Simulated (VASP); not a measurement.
# ZnS (Wurtzite-4H) (P6_3mc) in VASP: notebook

The runs below take ZnS (Wurtzite-4H) through relaxation of cell and atoms, with PBE+D4, PBE+rVV10, PBE+TS, PBE+MBD, PBEsol+D3.

Everything below comes from runs of VASP 6.6.1. Logs are shortened: lines on timing, memory, paths and dates and some standing lists are left out, and cuts for length are marked.

### Step 1. The crystal as given

It takes space group P6_3mc (No. 186, hexagonal). The conventional cell has a = 3.823 Å, b = 3.823 Å, c = 12.520 Å, α = 90.00°, β = 90.00°, γ = 120.00°. Around Zn (site symmetry 3m) lie 4 S at 2.34 to 2.35 Å. Zn (site symmetry 3m) is surrounded by 4 S at 2.34 to 2.35 Å. S (site symmetry 3m) is surrounded by 4 Zn at 2.34 to 2.35 Å. Around S (site symmetry 3m) lie 4 Zn at 2.34 to 2.35 Å.

### Step 2. Relaxation of cell and atoms, PBE+D4

The input, INCAR:

```
PREC = Accurate
ENCUT = 600
EDIFF = 1E-7
ISMEAR = -1
SIGMA = 0.05
LREAL = False
LASPH = True
NELM = 60
ALGO = Fast
ISIF = 3
LWAVE = False
LCHARG = False
GGA = PE
IVDW = 13
IBRION = 2
NSW = 60
EDIFFG = -0.02
```

The input, KPOINTS:

```
regular mesh
0
Gamma
  8 8 3
```

The input, POSCAR:

```
ZnS
1.0
    3.8227000000      0.0000000000      0.0000000000
   -1.9113500000      3.3105553110      0.0000000000
    0.0000000000      0.0000000000     12.5200000000
Zn S
4 4
Direct
    0.6666666667      0.3333333333      0.7500000000
    0.3333333333      0.6666666667      0.2500000000
    0.0000000000      0.0000000000      0.5000000000
    0.0000000000      0.0000000000      0.0000000000
    0.6666666667      0.3333333333      0.9375000000
    0.3333333333      0.6666666667      0.4375000000
    0.0000000000      0.0000000000      0.6875000000
    0.0000000000      0.0000000000      0.1875000000
```

Potentials or basis: VASP PAW PBE potentials, release 64 (Zn, S).

Started as:

```bash
$ cat potpaw_PBE.64/Zn/POTCAR potpaw_PBE.64/S/POTCAR > POTCAR
$ mpirun -np 1 vasp_std > vasp.out
```

OUTCAR:

```text
PREC = Accurate
   ENCUT = 600
   EDIFF = 1E-7
   ISMEAR = -1
   LREAL = False
   LASPH = True
   NELM = 60
   ISIF = 3
   GGA = PE
   IVDW = 13
   IBRION = 2
   NSW = 60
   EDIFFG = -0.02

 ion  position               nearest neighbor table
   1  0.667  0.333  0.750-   7 2.34   7 2.34   7 2.34   5 2.35
   2  0.333  0.667  0.250-   8 2.34   8 2.34   8 2.34   6 2.35
   3  0.000  0.000  0.500-   6 2.34   6 2.34   6 2.34   7 2.35
   4  0.000  0.000  0.000-   5 2.34   5 2.34   5 2.34   8 2.35
   5  0.667  0.333  0.938-   4 2.34   4 2.34   4 2.34   1 2.35
   6  0.333  0.667  0.438-   3 2.34   3 2.34   3 2.34   2 2.35
   7  0.000  0.000  0.688-   1 2.34   1 2.34   1 2.34   3 2.35
   8  0.000  0.000  0.188-   2 2.34   2 2.34   2 2.34   4 2.35

  LATTYP: Found a hexagonal cell.
 ALAT       =     3.8227000000
 C/A-ratio  =     3.2751719988

  Lattice vectors:

 A1 = (   3.8227000000,   0.0000000000,   0.0000000000)
 A2 = (  -1.9113500000,   3.3105553110,   0.0000000000)
 A3 = (   0.0000000000,   0.0000000000,  12.5200000000)

Analysis of symmetry for initial positions (statically):
=====================================================================
 Subroutine PRICEL returns:
 Original cell was already a primitive cell.

 Routine SETGRP: Setting up the symmetry group for a
 hexagonal supercell.

 Subroutine GETGRP returns: Found 12 space group operations
 (whereof  6 operations were pure point group operations)
 out of a pool of 24 trial point group operations.

The static configuration has the point symmetry C_3v.
 The point group associated with its full space group is C_6v.

Analysis of symmetry for dynamics (positions and initial velocities):
=====================================================================
 Subroutine PRICEL returns:
 Original cell was already a primitive cell.

 Routine SETGRP: Setting up the symmetry group for a
 hexagonal supercell.

 Subroutine GETGRP returns: Found 12 space group operations
 (whereof  6 operations were pure point group operations)
 out of a pool of 24 trial point group operations.

The dynamic configuration has the point symmetry C_3v.
 The point group associated with its full space group is C_6v.

 Subroutine INISYM returns: Found 12 space group operations
 (whereof  6 operations are pure point group operations),
 and found     1 'primitive' translations

----------------------------------------------------------------------------------------

                                     Primitive cell

  volume of cell :     158.4439

  direct lattice vectors                    reciprocal lattice vectors
     3.822700000  0.000000000  0.000000000     0.261595208  0.151032064  0.000000000
    -1.911350000  3.310555311  0.000000000     0.000000000  0.302064127  0.000000000
     0.000000000  0.000000000 12.520000000     0.000000000  0.000000000  0.079872204

  length of vectors
     3.822700000  3.822700000 12.520000000     0.302064127  0.302064127  0.079872204

  position of ions in fractional coordinates (direct lattice)
     0.666666667  0.333333333  0.750000000
     0.333333333  0.666666667  0.250000000
     0.000000000  0.000000000  0.500000000
     0.000000000  0.000000000  0.000000000
     0.666666667  0.333333333  0.937500000
     0.333333333  0.666666667  0.437500000
     0.000000000  0.000000000  0.687500000
     0.000000000  0.000000000  0.187500000

  ion indices of the primitive-cell ions
   primitive index   ion index
                 1           1
                 2           2
                 3           3
                 4           4
                 5           5
                 6           6
                 7           7
                 8           8

----------------------------------------------------------------------------------------

 KPOINTS: regular mesh

Automatic generation of k-mesh.
 Grid dimensions read from file:
 generate k-points for:    8    8    3

 Generating k-lattice:

  Cartesian coordinates                     Fractional coordinates (reciprocal lattice)
     0.032699401  0.018879008  0.000000000     0.125000000  0.000000000  0.000000000
     0.000000000  0.037758016  0.000000000     0.000000000  0.125000000  0.000000000
     0.000000000  0.000000000  0.026624068     0.000000000  0.000000000  0.333333333

  Length of vectors
     0.037758016  0.037758016  0.026624068

  Shift w.r.t. Gamma in fractional coordinates (k-lattice)
     0.000000000  0.000000000  0.000000000

 Subroutine IBZKPT returns following result:
 ===========================================

 Found     20 irreducible k-points:

 Following reciprocal coordinates:
            Coordinates               Weight
  0.000000  0.000000  0.000000      1.000000
  0.125000 -0.000000  0.000000      6.000000
  0.250000 -0.000000  0.000000      6.000000
  0.375000  0.000000  0.000000      6.000000
  0.500000 -0.000000  0.000000      3.000000
  0.125000  0.125000  0.000000      6.000000
[... 12 lines left out ...]
  0.250000  0.250000  0.333333     12.000000
  0.375000  0.250000  0.333333     12.000000
   k-points           NKPTS =     20   k-points in BZ     NKDIM =     20   number of bands    NBANDS=     43
   number of dos      NEDOS =    301   number of ions     NIONS =      8
   total plane-waves  NPLWV = 102400
   dimension x,y,z NGX =    32 NGY =   32 NGZ =  100
   dimension x,y,z NGXF=    64 NGYF=   64 NGZF=  200
   ions per type =               4   4
   NGX,Y,Z   is equivalent  to a cutoff of  13.92, 13.92, 13.28 a.u.
   NGXF,Y,Z  is equivalent  to a cutoff of  27.83, 27.83, 26.56 a.u.
 SYSTEM =  unknown system
   PREC   = accura    normal or accurate (medium, high low for compatibility)
   ISTART =      0    job   : 0-new  1-cont  2-samecut
   ICHARG =      2    charge: 1-file 2-atom 10-const
   ISPIN  =      1    spin polarized calculation?
   LNONCOLLINEAR =      F non collinear calculations
   LSORBIT =      F    spin-orbit coupling
   LASPH  =      T    aspherical Exc in radial PAW
   ENCUT  =  600.0 eV  44.10 Ry    6.64 a.u.   7.63  7.63 25.01*2*pi/ulx,y,z
   NELM   =     60;   NELMIN=  2; NELMDL= -5     # of ELM steps
   EDIFF  = 0.1E-06   stopping-criterion for ELM
   LREAL  =      F    real-space projection
   EDIFFG = -.2E-01   stopping-criterion for IOM
   NSW    =     60    number of steps for IOM
   IBRION =      2    ionic relax: 0-MD 1-quasi-New 2-CG
   NFREE  =      1    steps in history (QN), initial steepest desc. (CG)
   ISIF   =      3    stress and relaxation
   ISYM   =      2    0-nonsym 1-usesym 2-fastsym
   POTIM  = 0.5000    time-step for ionic-motion
   TEBEG  =    0.0;   TEEND  =   0.0 temperature during run
   PSTRESS=    0.0 pullay stress
   NELECT =      72.0000    total number of electrons
   NUPDOWN=      -1.0000    fix difference up-down
   EMIN   =  10.00;   EMAX   =-10.00  energy-range for DOS
   EFERMI =   0.00;   METHOD = LEGACY
   ISMEAR =    -1;   SIGMA  =   0.05  broadening in eV -4-tet -1-fermi 0-gaus
   EFERMI_NEDOS =   21; number of points for ismear=-14 and -15
   IALGO  =     68    algorithm
   IMIX   =      4    mixing-type and parameters
     AMIX     =   0.40;   BMIX     =  1.00
     AMIX_MAG =   1.60;   BMIX_MAG =  1.00
  volume/ion in A,a.u.               =      19.81       133.65
  Fermi-wavevector in a.u.,A,eV,Ry     =   1.258618  2.378443 21.553244  1.584119
  Thomas-Fermi vector in A             =   2.392218
   LORBIT       =      0    0 simple, 1 ext, 2 COOP (PROOUT), +10 PAW based schemes
   GGA     = PE    functional components
   LHFCALC =     F    Hartree Fock is set to
   AEXX    =    0.0000 exact exchange contribution
   IVDW    =    13    specifies the selected vdW correction
   LEPSILON=     F    determine dielectric tensor
   LRPA    =     F    only Hartree local field effects (RPA)
 conjugate gradient relaxation of ions
 non-spin polarized calculation
 RMM-DIIS sequential band-by-band and
  energy-cutoff  :      600.00
  volume of cell :      158.44
 maximum number of plane-waves:      5324
 NGX is ok and might be reduce to    32
   NGX = 15   NGY = 15   NGZ = 51

--------------------------------------- Ionic step        1  -------------------------------------------

 number of electron      72.0000036 magnetization

 Free energy of the ion-electron system (eV)
  ---------------------------------------------------
  ext. energy  EPLUGINS =         0.00000000
  ---------------------------------------------------
  free energy    TOTEN  =       -27.38377329 eV

  energy without entropy =      -27.38377329  energy(sigma->0) =      -27.38377329

------------------------ aborting loop because EDIFF is reached ----------------------------------------

  DFT-D4 for vdW energy calculation

  Edisp (eV):   -2.43470

  FORCE on cell =-STRESS in cart. coord.  units (eV):
  Direction    XX          YY          ZZ          XY          YZ          ZX
  --------------------------------------------------------------------------------------
  -------------------------------------------------------------------------------------
  Total      -1.04703    -1.04703    -1.16520     0.00000     0.00000     0.00000
  in kB     -10.58754   -10.58754   -11.78245     0.00000     0.00000     0.00000
  external pressure =      -10.99 kB  Pullay stress =        0.00 kB

 VOLUME and BASIS-vectors are now :
 -----------------------------------------------------------------------------
  energy-cutoff  :      600.00
  volume of cell :      158.44
      direct lattice vectors                 reciprocal lattice vectors
     3.822700000  0.000000000  0.000000000     0.261595208  0.151032064  0.000000000
    -1.911350000  3.310555311  0.000000000     0.000000000  0.302064127  0.000000000
     0.000000000  0.000000000 12.520000000     0.000000000  0.000000000  0.079872204
[... 185 lines left out ...]
 POSITION                                       TOTAL-FORCE (eV/Angst)
 -----------------------------------------------------------------------------------
      1.90184      1.09803      9.33821        -0.000000      0.000000      0.002406
     -0.00000      2.19605      3.11288         0.000000      0.000000      0.002406
      3.80367      0.00000      6.22623        -0.000000     -0.000000      0.011162
     -0.00000      0.00000      0.00090        -0.000000      0.000000      0.011162
      1.90184      1.09803     11.67305        -0.000000      0.000000      0.008935
     -0.00000      2.19605      5.44773        -0.000000     -0.000000      0.008935
     -0.00000      0.00000      8.55814         0.000000      0.000000     -0.022503
     -0.00000      0.00000      2.33281         0.000000      0.000000     -0.022503
 -----------------------------------------------------------------------------------
    total drift:                               -0.000000     -0.000000     -0.001067

  FREE ENERGIE OF THE ION-ELECTRON SYSTEM (eV)
  ---------------------------------------------------
  free  energy   TOTEN  =       -29.8280080916 eV

  energy  without entropy=      -29.8280080915  energy(sigma->0) =      -29.82800809

--------------------------------------- Ionic step        6  -------------------------------------------

 number of electron      72.0000031 magnetization

 Free energy of the ion-electron system (eV)
  ---------------------------------------------------
  ext. energy  EPLUGINS =         0.00000000
  ---------------------------------------------------
  free energy    TOTEN  =       -27.35243146 eV

  energy without entropy =      -27.35243146  energy(sigma->0) =      -27.35243146

 E-fermi :   3.2836     XC(G=0):  -9.6813

 val. band max:        2.2238600259   @ k =   0.0000   0.0000   0.0000
 cond. band min:       4.4254960599   @ k =   0.0000   0.0000   0.0000
 fundamental gap:      2.2016360340
 Fermi energy:         3.2836077673

 k-point     1 :       0.0000    0.0000    0.0000
  band No.  band energies     occupation
      1     -11.0104      2.00000
      2     -10.5844      2.00000
      3     -10.5718      2.00000
      4     -10.0604      2.00000
      5      -4.1647      2.00000
      6      -4.1584      2.00000
[... 935 lines left out ...]
 POSITION                                       TOTAL-FORCE (eV/Angst)
 -----------------------------------------------------------------------------------
      1.90181      1.09801      9.33902        -0.000000      0.000000      0.003020
     -0.00000      2.19602      3.11322         0.000000     -0.000000      0.003020
     -1.90181      3.29403      6.22719        -0.000000      0.000000      0.004315
     -0.00000      0.00000      0.00140        -0.000000     -0.000000      0.004315
      1.90181      1.09801     11.67433        -0.000000     -0.000000      0.002467
     -0.00000      2.19602      5.44854        -0.000000      0.000000      0.002467
     -0.00000      0.00000      8.55778         0.000000      0.000000     -0.009802
      3.80362      0.00000      2.33198         0.000000      0.000000     -0.009802
 -----------------------------------------------------------------------------------
    total drift:                               -0.000000     -0.000000     -0.000884

  FREE ENERGIE OF THE ION-ELECTRON SYSTEM (eV)
  ---------------------------------------------------
  free  energy   TOTEN  =       -29.8280623616 eV

  energy  without entropy=      -29.8280623615  energy(sigma->0) =      -29.82806236

 reached required accuracy - stopping structural energy minimisation
```

It took 5.4 min on 1 thread of Intel Xeon 6975P-C (Granite Rapids), shared host; peak memory 0.39 GiB.

What came out:

```yaml
Free_energy: -29.8281 eV
Relaxed_volume: 19.50 Å³/atom
Relaxed_cell: a = 3.804 Å, b = 3.804 Å, c = 12.452 Å, α = 90.00°, β = 90.00°, γ = 120.00°
Space_group_after_relaxing_to_0.05_Å: P6_3mc (No. 186)
Energy_gained_by_relaxing: 1.2 meV/atom
Ionic_steps: 6
Pressure_after_relaxing: 0.0 GPa
Largest_force_after_relaxing: 0.010 eV/Å
Band_gap_on_the_k_mesh: 2.20 eV, direct
Dispersion_energy_per_atom: -0.309 eV
```

Forces in eV/Å, atoms in the order of the input:
```
Zn   0.000  0.000  0.003
Zn   0.000  0.000  0.003
Zn   0.000  0.000  0.004
Zn   0.000  0.000  0.004
S    0.000  0.000  0.002
S    0.000  0.000  0.002
S    0.000  0.000 -0.010
S    0.000  0.000 -0.010
```

The path:
```tsv
step	energy change (eV)	largest force (eV/Å)	pressure (GPa)	volume (Å³)
1	0.0000	0.0447	-1.10	158.44
2	-0.0090	0.0160	0.31	155.35
3	-0.0095	0.0215	0.01	155.90
4	-0.0095	0.0220	0.01	155.95
5	-0.0095	0.0225	-0.02	156.00
6	-0.0096	0.0098	-0.03	156.01
```

Final structure:
```
CELL_PARAMETERS angstrom
3.80362 0.00000 0.00000
-1.90181 3.29403 0.00000
0.00000 0.00000 12.45159
ATOMIC_POSITIONS crystal
Zn 0.66667 0.33333 0.75003
Zn 0.33333 0.66667 0.25003
Zn 0.00000 0.00000 0.50011
Zn 0.00000 0.00000 0.00011
S 0.66667 0.33333 0.93758
S 0.33333 0.66667 0.43758
S 0.00000 0.00000 0.68728
S 0.00000 0.00000 0.18728
```

Caveat: an odd mesh through Γ misses points on the zone boundary, where band edges often lie.

### Step 3. Relaxation of cell and atoms, PBE+rVV10

The input, INCAR:

```
SYSTEM = ZnS
ALGO = Normal
BPARAM = 10.0
CPARAM = 0.0093
EDIFF = 1E-6
EDIFFG = -0.005
ENCUT = 600
GGA = PE
IBRION = 2
ISIF = 3
ISMEAR = -1
IVDW_NL = 2
LASPH = .TRUE.
LCHARG = .FALSE.
LREAL = .FALSE.
LUSE_VDW = .TRUE.
LWAVE = .FALSE.
NELM = 60
NSW = 40
PREC = Accurate
SIGMA = 0.05
```

The input, KPOINTS:

```
k-points
0
G
  8 8 3
  0 0 0
```

POSCAR is that of step 2.

Potentials or basis: VASP PAW PBE potentials, release 64 (Zn, S).

Started as:

```bash
$ cat potpaw_PBE.64/Zn/POTCAR potpaw_PBE.64/S/POTCAR > POTCAR
$ mpirun -np 1 vasp_std > vasp.out
```

It took 12 min on 1 thread of Intel Xeon 6975P-C (Granite Rapids), shared host; peak memory 0.75 GiB.

Results (log left out):

```yaml
Free_energy: -24.7580 eV
Relaxed_volume: 19.91 Å³/atom
Relaxed_cell: a = 3.830 Å, b = 3.830 Å, c = 12.538 Å, α = 90.00°, β = 90.00°, γ = 120.00°
Space_group_after_relaxing_to_0.05_Å: P6_3mc (No. 186)
Energy_gained_by_relaxing: 0.2 meV/atom
Ionic_steps: 8
Pressure_after_relaxing: 0.0 GPa
Band_gap_on_the_k_mesh: 2.04 eV, direct
```

Step by step:
```csv
step,energy change (eV),largest force (eV/Å),pressure (GPa),volume (Å³)
1,0.0000,0.0453,0.40,158.44
2,-0.0011,0.0123,-0.16,159.57
3,-0.0012,0.0199,-0.01,159.31
4,-0.0012,0.0190,-0.02,159.33
5,-0.0012,0.0077,0.00,159.30
6,-0.0013,0.0020,0.03,159.29
7,-0.0012,0.0056,-0.07,159.37
8,-0.0013,0.0019,0.00,159.32
```

Final structure:
```
Zn S
1.0
     3.83045    0.00000    0.00000
    -1.91522    3.31726    0.00000
     0.00000    0.00000   12.53806
Zn S
4 4
Cartesian
  1.9152 1.1058 9.4041
  0.0000 2.2115 3.1351
  0.0000 0.0000 6.2706
  0.0000 0.0000 0.0016
  1.9152 1.1058 11.7557
  0.0000 2.2115 5.4867
  -1.9152 3.3173 8.6166
  1.9152 3.3173 2.3475
```

Levels at points of the mesh, in eV from the valence-band top:
| k point | band 34 | band 35 | band 36 | band 37 | band 38 | band 39 |
| --- | --- | --- | --- | --- | --- | --- |
| (0.00, 0.00, 0.00) | -0.04 | 0.00 | 0.00 | 2.04 | 3.14 | 3.32 |
| (0.50, 0.00, 0.00) | -1.56 | -1.10 | -0.86 | 3.25 | 3.30 | 3.71 |

Caveat: an odd mesh through Γ misses points on the zone boundary, where band edges often lie.

[end of part 1 of 2]
